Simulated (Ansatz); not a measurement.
## How far is PAW off for Co?

```
Co
1.0
     2.51900    0.00000    0.00000
    -1.25950    2.18152    0.00000
     0.00000    0.00000    4.09100
Co
2
Direct
  0.33333 0.66667 0.25000
  0.66667 0.33333 0.75000
```

Atoms are numbered in the order listed.

The geometry is COD entry 9011615, unchecked; take it as a test cell. It differs from other determinations.

Levels of theory: DFT, PBE, PAW with Ansatz's default frozen-core files, scalar-relativistic (Ansatz 0.2.0); DFT, PBE, all-electron PAW with datasets made for the crystal, scalar-relativistic (Ansatz 0.2.0); DFT, PBE, all-electron LAPW, scalar-relativistic (Ansatz 0.2.0).

For PAW: a Γ-centred 19×19×10 k mesh, Fermi–Dirac smearing of 0.05 eV, cutoff 420 eV, spin-polarised from start moments Co1 2, Co2 2 μB. The crystal-made all-electron datasets (AE datasets) take a cutoff of 320 eV at this cell. LAPW targets a basis error of 0.5 meV/atom. The Ansatz runs share mesh, smearing and spin set-up. Plane-wave (PAW) pressures include the program's estimate of the Pulay term.

Stress and pressure are positive in compression.

| method | moment of the cell (μB) | site moments (μB) | symmetry operations kept | pressure (GPa) |
| --- | --- | --- | --- | --- |
| PAW | 3.29 | Co1 1.73 | 24 | -6.66 |
| AE datasets | 3.29 | Co1 1.73 | 24 | -6.74 |
| LAPW | 3.29 | Co1 1.70 | 24 | -6.74 |

Can the differences be read as the error of the PAW files?

Yes, as far as these numbers show: moments and symmetry agree, so the runs reached one state, and PAW's pressure is off by +0.08 GPa.
